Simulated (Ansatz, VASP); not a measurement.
## GaN in VASP and in Ansatz

```
Ga N
1.0
     0.00000    1.99250    1.99250
     1.99250    0.00000    1.99250
     1.99250    1.99250    0.00000
Ga N
1 1
Direct
  0.50753 0.50753 0.49247
  0.00000 0.00000 0.00000
```

Alike in both runs: task single point; functional PBE; k mesh 13 × 13 × 13; occupations fermi-dirac, width 0.02 eV; no spin polarisation.

|  | VASP | Ansatz |
| --- | --- | --- |
| version | VASP 6.6.1 | Ansatz 0.2.0 |
| potentials or method | VASP PAW PBE potentials, release 64 (Ga_d, N), cutoff 520 eV | all-electron LAPW, scalar-relativistic |

Ansatz gave:

```
gap on the k mesh at the Fermi level (eV) : 1.93
rms of the force components (eV/Å)        : 0.163
```

Task: What did VASP give for the same quantities?

Result: gap on the k mesh at the Fermi level (eV): 1.91; rms of the force components (eV/Å): 0.162.

Atom by atom the forces differ by 0.002 eV/Å (rms over components). Ansatz ran all-electron here, so the differences hold the error of VASP's frozen core and of both bases.

Caveats: an odd mesh through Γ misses points on the zone boundary, where band edges often lie.
